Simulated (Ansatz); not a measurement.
**CrCuO2 under changes of volume**

One of the cells (10.911 Å³/atom); the others are scaled copies at fixed shape and fractional positions:

```xyz
4
Lattice="1.4867 0.8583 5.7000 -1.4867 0.8583 5.7000 0.0000 -1.7167 5.7000" Properties=species:S:1:pos:R:3 pbc="T T T"
Cu    0.0000    0.0000    0.0000
Cr    0.0000    0.0000    8.5500
O     0.0000    0.0000   15.2546
O     0.0000    0.0000    1.8454
```

- Program: Ansatz 0.2.0
- Functional: RPBE
- Dispersion: D3(BJ)
- Potentials or basis: Ansatz PAW
- Cutoff: 420 eV (not typed: the program's choice for these potentials)
- k mesh: 10 × 10 × 10
- Occupations: fermi-dirac, width 0.05 eV
- Spin: collinear spin, ferromagnetic start
- Starting moments: [0.6, 3.0, 0.0, 0.0] μB

```csv
volume (Å³/atom),energy over the lowest point (meV/atom),pressure (GPa),gap on the mesh (eV),largest force (eV/Å)
10.256,0.00,2.2,1.00,0.166
10.474,0.04,-2.1,1.08,0.093
10.692,5.63,-6.0,1.16,0.025
10.911,?,?,?,?
11.129,31.12,-12.5,1.11,0.098
11.347,49.96,-15.2,1.09,0.153
11.565,72.29,-17.6,1.06,0.203
```

What does the run at 10.911 Å³/atom give?

Energy over the lowest point 16.16 meV/atom; pressure -9.4 GPa; gap on the mesh 1.14 eV; largest force 0.039 eV/Å.

Worked out: A Birch-Murnaghan fit of order 3 (a polynomial in V^(-2/3)) to the other rows has its minimum at 10.36 Å³/atom with B0 = V·E''(V) = 205 GPa and B' = 4.5 at fixed shape and positions, which overstates the stiffness. It gives 16.20 meV/atom at 10.911 Å³/atom, against the run's 16.16, and -dE/dV = -9.4 GPa, against -9.4. A parabola through the other rows of the gap, of slope 0.173 eV per unit of ln V there, gives 1.14 eV, against the run's 1.14.

Energies are extrapolated to zero smearing.

Caveats: only a ferromagnetic start was run, and an antiferromagnetic order may lie lower in energy; the PAW data sets come from PBE, with cores solved anew for the run's functional, which leaves a small shift of forces and pressure.

A mesh can miss the band edges.
